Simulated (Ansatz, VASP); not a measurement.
**RuS2 in VASP and in Ansatz**

Contents of INCAR:

```
SYSTEM = RuS2
ALGO = Normal
EDIFF = 1E-6
ENCUT = 520
GGA = PS
ISIF = 2
ISMEAR = 0
ISPIN = 2
LASPH = .True.
LCHARG = .False.
LDAU = .True.
LDAUJ = 0 0
LDAUL = 2 -1
LDAUPRINT = 1
LDAUTYPE = 2
LDAUU = 2 0
LMAXMIX = 4
LORBIT = 11
LREAL = .False.
LWAVE = .False.
MAGMOM = 1 -0.5 0 0 0 0
NELM = 80
PREC = Accurate
SIGMA = 0.05
```

Contents of KPOINTS:

```
k-points
0
Gamma
  6 6 6
  0 0 0
```

Contents of POSCAR:

```
RuS2
1.0
   -1.7605897000      3.0494308100      5.6803931900
    3.5211794000      0.0000000000      5.6803931900
    1.7605897000      3.0494308100      0.0000000000
Ru S
2 4
Direct
    0.0000000000      0.0000000000      0.0000000000
    0.5000000000      0.5000000000      0.5000000000
    0.2926666667      0.9593333333      0.3740000000
    0.7926666667      0.4593333333      0.8740000000
    0.2073333333      0.5406666667      0.1260000000
    0.7073333333      0.0406666667      0.6260000000
```

input.yaml

```yaml
crystal:
  lattice:
    - [-1.7605897, 3.04943081, 5.68039319]
    - [3.5211794, 0.0, 5.68039319]
    - [1.7605897, 3.04943081, 0.0]
  atoms:
    - { symbol: Ru, position: [0.0, 0.0, 0.0], spin: 1.0 }
    - { symbol: Ru, position: [0.5, 0.5, 0.5], spin: -0.5 }
    - { symbol: S, position: [0.2926666667, 0.9593333333, 0.374] }
    - { symbol: S, position: [0.7926666667, 0.4593333333, 0.874] }
    - { symbol: S, position: [0.2073333333, 0.5406666667, 0.126] }
    - { symbol: S, position: [0.7073333333, 0.0406666667, 0.626] }
hamiltonian:
  xc: pbesol
  pseudopotentials: { kind: paw }
  hubbard: { sites: [{ species: Ru, l: d, u_eff: 2.0 }] }
magnetization:
  spin_polarized: true
kpoints:
  mp_grid: { grid: [6, 6, 6] }
scf:
  occupations: { method: gaussian, width: 0.05 }
output:
  forces: true
  stress: true
  eigenvalues: true
```

The cell comes from a database or a generator and needn't be the stable form of this composition.

Alike in both runs: task single point; functional PBEsol; k mesh 6 × 6 × 6; occupations gaussian, width 0.05 eV; collinear spin, ferrimagnetic start; Hubbard terms Ru d U = 2 eV.

```csv
,VASP,Ansatz
version,VASP 6.6.1,Ansatz 0.2.0
potentials or method,"VASP PAW PBE potentials, release 64 (Ru_pv, S)",Ansatz PAW
plane-wave cutoff (eV),520,420
valence electrons in the cell,52,56
```

Ansatz gave:

| Item | Value |
| --- | --- |
| gap on the k mesh at the Fermi level (eV) | none |
| pressure (GPa) | -14.7 |
| largest component of the traceless stress (GPa) | 1.43 |
| rms of the force components (eV/Å) | 0.746 |
| net moment per atom (μB) | 0.00 |
| size of the moment on the site where the two differ most (μB) | 1.14 |

**Question.** What did VASP give for the same quantities?

**Answer.** gap on the k mesh at the Fermi level (eV): none; pressure (GPa): -14.3; largest component of the traceless stress (GPa): 1.39; rms of the force components (eV/Å): 0.742; net moment per atom (μB): 0.00; size of the moment on the site where the two differ most (μB): 1.36.

Site moments also hang on the region over which each program counts them. The programs project onto different local orbitals, so the same U acts differently. Atom by atom the forces differ by 0.004 eV/Å (rms over components). A gap of «none» marks a metal or a gap that the smearing closes. The two sets of potentials don't hold the same shells in valence.

Caveats: the PAW data sets were made with another functional, which shifts forces and pressure a little (VASP); the magnetic or orbital state may not be the lowest (Ansatz); the PAW data sets come from PBE, with cores solved anew for the run's functional, which leaves a small shift of forces and pressure (Ansatz); forces of over 1 eV/Å show positions far from the minimum, so gaps and moduli don't describe the material at rest (Ansatz). The state reached can hang on the start; a lower one may exist.
